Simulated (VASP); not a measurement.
Cu3N, 4 atoms in the cell. The structure is cubic, space group Pm-3m (No. 221). The conventional cell has a = 3.820 Å, b = 3.820 Å, c = 3.820 Å, α = 90.00°, β = 90.00°, γ = 90.00°. Around N (site symmetry m-3m) lie 6 Cu at 1.91 Å. Cu (site symmetry 4/mmm) has 2 N at 1.91 Å as nearest neighbours. The cell was built by a generator and needn't be a form met in nature.

```yaml
Program: VASP 6.6.1
Task: relaxation of cell and atoms
Functional: PBE
Potentials_or_basis: VASP PAW PBE potentials, release 64 (N, Cu)
Cutoff: 600 eV
k_mesh: 10 × 10 × 10
Occupations: gaussian, width 0.15 eV
Spin: no spin polarisation
Further_INCAR_settings: ALGO = Normal; EDIFF = 1e-07; IBRION = 2; EDIFFG = -0.01; NSW = 60; ISIF = 3
```

Potentials or basis: VASP PAW PBE potentials, release 64 (N, Cu).

Command:

```bash
$ cat potpaw_PBE.64/N/POTCAR potpaw_PBE.64/Cu/POTCAR > POTCAR
$ mpirun -np 1 vasp_std > vasp.out
```

Hardware: 1 thread of Intel(R) Xeon(R) Platinum 8375C CPU @ 2.90GHz (Ice Lake), with other jobs on the host.

Question: How long does it take, and how much memory?

Answer: It took 4.5 min on 1 thread of Intel(R) Xeon(R) Platinum 8375C CPU @ 2.90GHz (Ice Lake), on a shared host, peak memory 0.22 GiB. Counts: scf iterations 36, k points 56, ion steps 3.
